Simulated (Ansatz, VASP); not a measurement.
## One calculation of SiC2, two programs

```
CELL_PARAMETERS angstrom
0.00000 3.32232 4.43586
2.49254 0.00000 4.43586
2.49254 3.32232 0.00000
ATOMIC_POSITIONS crystal
Si 0.28413 0.71587 0.71587
Si 0.71587 0.28413 0.28413
C 0.66089 0.95457 0.33911
C 0.04543 0.33911 0.95457
C 0.95457 0.66089 0.04543
C 0.33911 0.04543 0.66089
```

Alike in both runs: functional PBE; k mesh 10 × 10 × 10; occupations gaussian, width 0.1 eV; no spin polarisation.

Ansatz relaxed the structure, and its values are those at the end. VASP's run is a single point on that final structure, the one shown.

|  | VASP | Ansatz |
| --- | --- | --- |
| version | VASP 6.6.1 | Ansatz 0.2.0 |
| potentials or method | VASP PAW PBE potentials, release 64 (Si, C) | scalar-relativistic, plane waves, PAW |
| plane-wave cutoff (eV) | 520 | 420 |
| valence electrons in the cell | 24 | 24 |

|  | VASP | Ansatz | Ansatz less VASP |
| --- | --- | --- | --- |
| gap on the k mesh at the Fermi level (eV) | none | none | - |
| pressure (GPa) | 0.1 | 0.0 | -0.09 |
| rms of the force components (eV/Å) | 0.012 | 0.001 | -0.0113 |

A gap of «none» marks a metal or a gap that the smearing closes.
